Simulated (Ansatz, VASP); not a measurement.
**BP: VASP beside Ansatz**

```
CELL_PARAMETERS angstrom
2.29453 1.32475 2.79362
-2.29453 1.32475 2.79362
0.00000 -2.64950 2.79362
ATOMIC_POSITIONS crystal
B 0.09328 0.09328 0.09328
B 0.90672 0.90672 0.90672
P 0.68372 0.68372 0.68372
P 0.31628 0.31628 0.31628
```

Alike in both runs: functional PBE; k mesh 6 × 6 × 6; occupations gaussian, width 0.1 eV; no spin polarisation.

Ansatz relaxed the structure, and its values are those at the end. VASP's run is a single point on that final structure, the one shown.

```csv
,VASP,Ansatz
version,VASP 6.6.1,Ansatz 0.2.0
potentials or method,"VASP PAW PBE potentials, release 64 (B, P)","scalar-relativistic, plane waves, PAW"
plane-wave cutoff (eV),520,420
valence electrons in the cell,16,16
```

```csv
,VASP,Ansatz,Ansatz less VASP
gap on the k mesh at the Fermi level (eV),none,none,-
pressure (GPa),-0.3,-0.1,+0.15
rms of the force components (eV/Å),0.016,0.004,-0.0118
```

A gap of «none» marks a metal or a gap that the smearing closes. The functional is the same, so the differences come from potentials, cutoffs and numerics.
